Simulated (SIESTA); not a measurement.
Si2W:

```
W Si
1.0
     4.61685    0.00000    0.00000
    -2.30843    3.99831    0.00000
     0.00000    0.00000    6.65322
W Si
3 6
Direct
  0.50000 0.00000 0.50000
  0.50000 0.50000 0.83333
  0.00000 0.50000 0.16667
  0.32725 0.16363 0.16667
  0.83637 0.16363 0.83333
  0.16363 0.32725 0.50000
  0.67275 0.83637 0.16667
  0.16363 0.83637 0.83333
  0.83637 0.67275 0.50000
```

Measurements of this composition are mostly on another form, of space group No. 139.

* Program: SIESTA 5.4.2
* Task: single point
* Functional: PBEsol
* Potentials or basis: PseudoDojo 0.4 standard (PBEsol files)
* Basis: DZP (energy shift 0.003 Ry; two zetas on semicore shells)
* Grid cutoff: 800 Ry
* Energy shift: 0.003 Ry
* k mesh: 7 × 7 × 4
* Occupations: fermi-dirac, width 0.05 eV
* Spin: no spin polarisation

On this cell: pressure -4.1 GPa; largest force under 0.003 eV/Å; band gap on the k mesh 0.29 eV, indirect (least direct gap 0.73 eV).

The same run follows on a disturbed copy (atoms moved at random, drawn with an rms of 0.05 Å):

```
W Si
1.0
     4.61685    0.00000    0.00000
    -2.30843    3.99831    0.00000
     0.00000    0.00000    6.65322
W Si
3 6
Cartesian
  2.3403 0.0163 3.3693
  1.1557 1.9592 5.5086
  -1.1718 1.9957 1.1305
  1.0828 0.6379 1.1061
  3.4870 0.6889 5.5407
  0.0091 1.2608 3.3155
  1.1772 3.3595 1.0764
  -1.1702 3.3662 5.5060
  2.2964 2.7057 3.3477
```

Q: What does the disturbed cell give?

A: The energy moves by +16.2 meV/atom; pressure -3.6 GPa; largest force 1.394 eV/Å; band gap on the k mesh 0.10 eV, indirect (least direct gap 0.62 eV).

Forces on the atoms (eV/Å):
```
W   -0.512 -0.492 -1.200
W   -0.072  0.881  0.970
W    0.187  0.186 -0.356
Si   0.692  0.164  0.075
Si  -0.012 -0.224  0.034
Si  -0.055  0.553  0.094
Si  -0.406 -0.344  0.228
Si  -0.035 -0.439  0.513
Si   0.213 -0.285 -0.358
```

Stress tensor (GPa, compression positive):
```
-3.75  0.21 -0.54
 0.21 -3.43  0.24
-0.54  0.24 -3.70
```

Caveats: short orbitals over semicore shells can move pressures by several GPa; spin-orbit coupling is left out, which moves the levels of the heavy elements; an odd mesh through Γ misses points on the zone boundary, where band edges often lie; the basis of atomic orbitals isn't converged, which shifts pressures, moduli and gaps.
